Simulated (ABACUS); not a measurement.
InPd:

```xyz
2
Lattice="3.2719 0.0000 0.0000 0.0000 3.2719 0.0000 0.0000 0.0000 3.2719" Properties=species:S:1:pos:R:3 pbc="T T T"
In    0.0000    0.0000    0.0000
Pd    1.6359    1.6359    1.6359
```

The cell comes from a database or a generator and needn't be the stable form of this composition.

Base run:

| Property | Result |
| --- | --- |
| Program | ABACUS 3.10.1 |
| Functional | revPBE |
| Potentials or basis | SG15 ONCV 1.2 PBE |
| Cutoff | 1361 eV |
| Density cutoff | 5442 eV |
| Basis | DZP LCAO (the cutoffs set its grid) |
| k mesh | 6 × 6 × 6 |
| Occupations | fermi-dirac, width 0.05 eV |
| Spin | no spin polarisation |

Its results: band gap on the k mesh none (metal or under the smearing width); pressure 9.5 GPa.

Problem. After a change of settings the same cell gave: band gap on the k mesh none (metal or under the smearing width); pressure 2.0 GPa. Which change was it?
A. functional from revPBE to r2SCAN
B. functional from revPBE to LDA
C. functional from revPBE to PBEsol
D. functional from revPBE to TPSS

Solution. D.

Caveats: the atomic orbitals were generated for these runs and aren't a published set; the potentials were made for another functional, which shifts forces and pressure; the basis of atomic orbitals isn't converged, which shifts pressures, moduli and gaps.

Runs at the PBE level aren't shown here.
